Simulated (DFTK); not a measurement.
## Mg under changes of volume

One of the cells (22.607 Å³/atom); the others are scaled copies at fixed shape and fractional positions:

```
Mg
1.0
     0.00000    2.24426    2.24426
     2.24426    0.00000    2.24426
     2.24426    2.24426    0.00000
Mg
1
Direct
  0.00000 0.00000 0.00000
```

This isn't the form of Mg at room conditions, which is hcp.

* Program: DFTK 0.8.2
* Functional: PBE
* Potentials or basis: dojo.nc.sr.pbe.v0_4_1.standard.upf (PBE)
* Cutoff: 1143 eV
* k mesh: 10 × 10 × 10
* Occupations: fermi-dirac, width 0.05 eV
* Spin: no spin polarisation

```tsv
volume (Å³/atom)	energy over the lowest point (meV/atom)	pressure (GPa)
21.251	19.44	3.5
21.703	10.80	2.5
22.155	4.84	1.6
22.607	?	?
23.059	0.00	0.1
23.512	0.69	-0.6
23.964	3.19	-1.2
```

**Question.** What does the run at 22.607 Å³/atom give?

**Answer.** Energy over the lowest point 1.31 meV/atom; pressure 0.8 GPa.

Worked out: A Birch-Murnaghan fit of order 3 (a polynomial in V^(-2/3)) to the other rows has its minimum at 23.12 Å³/atom with B0 = V·E''(V) = 36 GPa and B' = 4.0. It gives 1.32 meV/atom at 22.607 Å³/atom, against the run's 1.31, and -dE/dV = 0.8 GPa, against 0.8.

Energies are extrapolated to zero smearing.
